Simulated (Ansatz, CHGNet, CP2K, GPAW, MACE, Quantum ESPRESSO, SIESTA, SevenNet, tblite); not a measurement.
# 1T-MgBr2 antidot lattice, bare edges (41 atoms): other programs against plane waves

One geometry of 1T-MgBr2 antidot lattice, bare edges (41 atoms) is solved by several programs and methods. How far do their forces lie from a plane-wave PBE run?

Results are calculated, not measured.

## Step 1: The structure

The cell holds 41 atoms (15 Mg and 26 Br), with edges of 15.28, 13.23 and 15.00 Å. Recipe: 1T-MgBr2 (a = 3.82 Å), rectangular cell with x along the zigzag direction; 4 x 2 cells with a hole of radius 3.5 Å, 12 Å of vacuum; not relaxed, displaced by a Gaussian of 0.02 Å. Then every atom was moved at random, 0.03 Å r.m.s. a Cartesian component.

## Step 2: The reference input

Quantum ESPRESSO 7.5: Kohn-Sham DFT, PBE, SSSP efficiency 1.3.0 pseudopotentials, plane waves. Its input, pw.in:

```
&control
  calculation = 'scf'
  pseudo_dir = './pseudo'
  outdir = './tmp'
  disk_io = 'none'
  tprnfor = .true.
/
&system
  ibrav = 0
  nat = 41
  ntyp = 2
  ecutwfc = 45
  ecutrho = 360
  nosym = .true.
  occupations = 'smearing'
  smearing = 'fd'
  degauss = 0.003675
/
&electrons
  conv_thr = 2.0e-07
  electron_maxstep = 100
  mixing_beta = 0.2
  mixing_mode = 'local-TF'
  diagonalization = 'david'
/
ATOMIC_SPECIES
Mg 24.305 Mg.upf
Br 79.904 Br.upf
CELL_PARAMETERS angstrom
15.28000 0.00000 0.00000
0.00000 13.23287 0.00000
0.00000 0.00000 15.00000
ATOMIC_POSITIONS crystal
Mg 0.99903 0.99923 0.49880
Br 0.99909 0.16787 0.60408
Br 0.12340 0.08244 0.39896
Mg 0.12318 0.25107 0.50303
[... 35 atom lines left out ...]
Br 0.87739 0.92404 0.59972
Br 0.75099 0.83283 0.40146
K_POINTS gamma
```

```console
$ OMP_NUM_THREADS=1 mpirun -np 4 pw.x -in pw.in > output.txt
```

Wall time 2.5 min (4 MPI ranks of Arm Neoverse V2, shared host); peak memory 5.9 GiB.

It converged with an r.m.s. force component of 0.20 eV/Å.

## Step 3: What was run beside it

- CHGNet: machine-learned potential, published weights.
- CP2K 2026.2: Gaussian basis with GTH pseudopotentials and a plane-wave density; labels give functional, basis (MOLOPT sets; SR short-range, UZH the newer set with its own potentials), grid cutoff/relative cutoff and solver (OT: orbital transformation; TRS4, TC2, SIGN: linear-scaling purification with its sparsity filter), or its built-in tight binding.
- GPAW 26.7.0: PAW with atomic orbitals (LCAO), plane waves or a real-space grid of spacing h.
- MACE: machine-learned potential, published weights.
- SIESTA 5.4.2: numerical atomic orbitals, whose automatically made sets are far from complete, with PseudoDojo norm-conserving potentials that we converted to its format (checked against plane waves on the same files for H, C, O, Si, Ge and Ca alone); labels give functional, basis size, energy shift and mesh cutoff.
- SevenNet: machine-learned potential, published weights.
- tblite 0.8.0: extended tight binding, driven from Python.

All use the same cell and atoms, and the electronic-structure runs the same k-mesh.

## Step 4: All runs compared

Differences are against the reference: forces as r.m.s. over components, share as that over the reference's r.m.s. force, slope as the fitted ratio of a run's forces to the reference's.

| run | Δ force, r.m.s. (meV/Å) | share (%) | slope | cores | CPU time | memory (GiB) |
| --- | --- | --- | --- | --- | --- | --- |
| reference | - | - | - | 4 | 9.9 min | 5.9 |
| CHGNet r2SCAN potential | 225 | 114 | 0.317 | 1 | 3 s | 0.47 |
| CP2K PBE, DZVP-MOLOPT-SR, 1200/60 Ry, diagonalisation | 301 | 153 | 1.816 | 1 | 16 min | 19 |
| CP2K PBE, DZVP-MOLOPT-SR, 600/60 Ry, diagonalisation (coarse) | 509 | 258 | 1.663 | 1 | 4.9 min | 6.4 |
| CP2K PBE, TZV2P-UZH, 1200/60 Ry, diagonalisation | 246 | 125 | 1.287 | 1 | 15 min | 19 |
| GPAW PBE, LCAO dzp, h 0.2 Å | 112 | 57.0 | 1.443 | 1 | 57 s | 1.6 |
| GPAW PBE, LCAO dzp, h 0.2 Å, other mixer settings | 110 | 55.6 | 1.433 | 1 | 68 s | 1.4 |
| GPAW PBE, LCAO dzp, h 0.25 Å (coarse) | 113 | 57.3 | 1.444 | 1 | 33 s | 0.82 |
| GPAW PBE, LCAO sz(dzp), h 0.2 Å (coarse) | 236 | 120 | 1.968 | 1 | 33 s | 1.4 |
| GPAW PBE, plane waves 350 eV | 8.88 | 4.51 | 1.035 | 4 | 4.9 min | 1.8 |
| MACE MP-0b2 small potential | 243 | 123 | 0.574 | 1 | 5.5 s | 0.67 |
| SIESTA LDA, DZP, shift 0.01 Ry, mesh 500 Ry | 150 | 76.2 | 0.721 | 1 | 1.8 min | 1.6 |
| SIESTA PBE, DZ, shift 0.01 Ry, mesh 500 Ry (coarse) | 305 | 155 | 0.507 | 1 | 1.9 min | 1.2 |
| SIESTA PBE, DZP, shift 0.01 Ry, mesh 500 Ry | 103 | 52.2 | 1.369 | 1 | 2.4 min | 1.6 |
| SIESTA PBE, SZP, shift 0.01 Ry, mesh 500 Ry (coarse) | 129 | 65.7 | 1.481 | 1 | 2.2 min | 1.5 |
| SIESTA PBE, TZP, shift 0.01 Ry, mesh 500 Ry | 90.7 | 46.0 | 1.314 | 1 | 2.9 min | 1.7 |
| SevenNet 0 potential | 255 | 130 | 0.393 | 1 | 6.1 s | 0.59 |
| tblite GFN1-xTB | 148 | 75.2 | 0.916 | 1 | 1.1 s | 0.17 |

Rows marked coarse were listed beforehand as settings not expected to be converged; some can still land near the reference.

Times of the machine-learned potentials are mostly Python's start and the loading of weights.

Runs without a result: CP2K GFN1-xTB, diagonalisation (not converged); CP2K PBE, SZV-MOLOPT-SR, 1200/60 Ry, diagonalisation (cut off at its time limit).

CPU time is summed over cores on shared hosts, so it is rough.

## Step 5: What came out

Forces lie from 4.5 % (GPAW PBE, plane waves 350 eV) to 258 % (CP2K PBE, DZVP-MOLOPT-SR, 600/60 Ry, diagonalisation, coarse) of the reference's r.m.s. force of 0.20 eV/Å away from it. Other PBE runs on plane waves or a grid: GPAW PBE, plane waves 350 eV 4.5 % of the r.m.s. force; the reference has errors of its own, so differences under a few per cent don't tell which side is nearer the exact PBE result. The PBE runs in local orbitals, coarse settings apart, differ by 46 % (SIESTA PBE, TZP, shift 0.01 Ry, mesh 500 Ry) to 153 % (CP2K PBE, DZVP-MOLOPT-SR, 1200/60 Ry, diagonalisation); basis, grid and potentials can all enter, and differences of this size make the forces unusable. Tight binding differs by 75 % (tblite GFN1-xTB); it is another model, with fitted parameters of its own, and the xTB methods hold dispersion.

Machine-learned potentials differ by 114 % (CHGNet r2SCAN potential) to 130 % (SevenNet 0 potential); they were trained on other programs' data, some at another functional. The reference samples few k-points for this cell, and its sampling error, which other DFT runs on the same mesh share, can be part of so large a difference. Among those trained on PBE data the slope goes as low as 0.39, with a correlation of 0.32, so directions differ as well as sizes. Rows with another functional or a dispersion term differ by 76 % (SIESTA LDA, DZP, shift 0.01 Ry, mesh 500 Ry), which mixes the change of model with differences of basis and potentials. Runs with settings chosen to be coarse differ by 57 % (GPAW PBE, LCAO dzp, h 0.25 Å) to 258 % (CP2K PBE, DZVP-MOLOPT-SR, 600/60 Ry, diagonalisation), their programs' other errors included. GPAW PBE, LCAO dzp, h 0.25 Å stiffens the forces by a factor of 1.44 while following their directions (correlation 0.970); the slopes of the 5 GPAW runs lie between 1.04 and 1.97. From CP2K PBE, DZVP-MOLOPT-SR, 600/60 Ry, diagonalisation to the finer CP2K PBE, DZVP-MOLOPT-SR, 1200/60 Ry, diagonalisation the share falls from 258 to 153 %. From GPAW PBE, LCAO dzp, h 0.25 Å to the finer GPAW PBE, LCAO dzp, h 0.2 Å, other mixer settings the share goes from 57.3 to 55.6 %, so the grid isn't what parts these runs from the reference.

Caveats: Periodic xTB results under one method name differ between programs and library versions. The potentials hold different valence shells: 212 electrons in the reference, 332 in CP2K with TZV2P-UZH, 332 in GPAW and 332 in SIESTA; this bears on time and differences. Machine-learned potentials mimic data converged in k, so the reference's own k-point error enters their differences. The runs have no spin polarisation, so any moments at edges, vacancies or dangling bonds can't form. The electronic-structure runs sample only Γ, in a cell whose shortest periodic width is 13 Å, which is coarse for a cell with partly filled levels. The slab repeats along its normal with no dipole correction. Spin–orbit coupling is left out. Where levels are smeared, the DFT runs use Fermi–Dirac occupations at 580 K (0.05 eV), and energies are free energies. The atoms were displaced at random, and shares hang on the size of the forces that this gives. The reference's cutoffs and mesh weren't converged further here.

[Logs are printed without paths, hosts, clocks, repeated set-up lines and the standing remarks that a program may print on its own settings, such as how far it seeks lower states.]

[Hosts, paths, dates, database ids (printed as entryN), source tags and the programs' standing remarks are cut or masked in the printed files.]

[Cells were taken only where this reference lay near another plane-wave run.]
